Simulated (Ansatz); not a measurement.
Crystal: TiO2.

```
Ti O
1.0
     4.81270    0.00000    0.00000
     0.00000    4.87188    0.00000
    -0.86289    0.00000    4.96659
Ti O
4 8
Cartesian
  1.1513 0.2573 1.0586
  3.2300 2.6932 1.4247
  2.7985 4.6146 3.9080
  0.7198 2.1787 3.5419
  -0.4276 0.8622 4.2293
  3.9459 3.2981 3.2206
  4.3774 4.0097 0.7373
  0.0039 1.5738 1.7460
  1.7406 3.6911 2.3183
  2.6406 1.2552 0.1650
  2.2092 1.1808 2.6483
  1.3092 3.6167 4.8016
```

The cell comes from a database or a generator and needn't be the stable form of this composition.

Base run:

* Program: Ansatz 0.2.0
* Functional: BLYP
* Potentials or basis: Ansatz PAW
* Cutoff: 420 eV (not typed: the program's choice for these potentials)
* k mesh: 6 × 6 × 6
* Occupations: fermi-dirac, width 0.05 eV
* Spin: no spin polarisation

Its results: band gap on the k mesh 2.31 eV, indirect (least direct gap 2.38 eV); pressure 10.7 GPa; largest force 0.125 eV/Å.

Problem. The run is repeated on the same cell with these changes: functional from BLYP to PBEsol. What comes out?

Solution. Band gap on the k mesh 2.26 eV, indirect (least direct gap 2.33 eV); pressure -3.8 GPa; largest force 0.147 eV/Å.

PBEsol binds more tightly than BLYP, so the same cell stands under less pressure.

Caveats: the PAW data sets come from PBE, with cores solved anew for the run's functional, which leaves a small shift of forces and pressure.
